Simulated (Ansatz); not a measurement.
# Defect calculation, host C

Level of theory: DFT PBE, scalar-relativistic, plane waves, PAW in Ansatz. Run with 420 eV cutoff, 5×5×3 k-mesh, Gaussian smearing of 0.10 eV, no spin polarisation.

Host crystal, relaxed:

```
CELL_PARAMETERS angstrom
2.46653 0.00000 0.00000
-1.23327 2.13608 0.00000
0.00000 0.00000 8.46545
ATOMIC_POSITIONS crystal
C 0.00000 0.00000 0.25000
C 0.00000 0.00000 0.75000
C 0.33333 0.66667 0.25000
C 0.66667 0.33333 0.75000
```

Supercell of 28 atoms, rows in host cell vectors: 1 -2 0; -3 -1 0; 0 0 -1. Atoms relax at the host's cell from a start displaced at random by 0.06 Å near the defect, so other minima may exist. The cell is small, so energies carry finite-size errors of tenths of an eV. The host is a metal. Atoms are taken from and returned to the elements' standard states.

The defect is an interstitial at (0.333, 0.667, 0.528) of the host cell.

```json
{"charge": "0", "E_f at the valence band top (eV)": "1.58", "moment (μB)": "0.00", "largest move (Å)": "0.93", "atoms near the site": "1 C at 1.13 Å"}
```

Problem. Which element is it? Judge by the nearest distance in charge 0 and covalent radii.
A. Br
B. S
C. Zr
D. Si
E. H

Solution. E. The nearest neighbour is C at 1.13 Å, and the summed covalent radii with C are 1.96 Å for Br, 1.07 Å for H, 1.81 Å for S, 1.87 Å for Si, 2.51 Å for Zr, so H fits best. Bonds can miss such sums by a tenth of an ångström or more.

Cost: 2 runs of about 31 core-minutes in all, on Arm Neoverse V1 (shared hosts).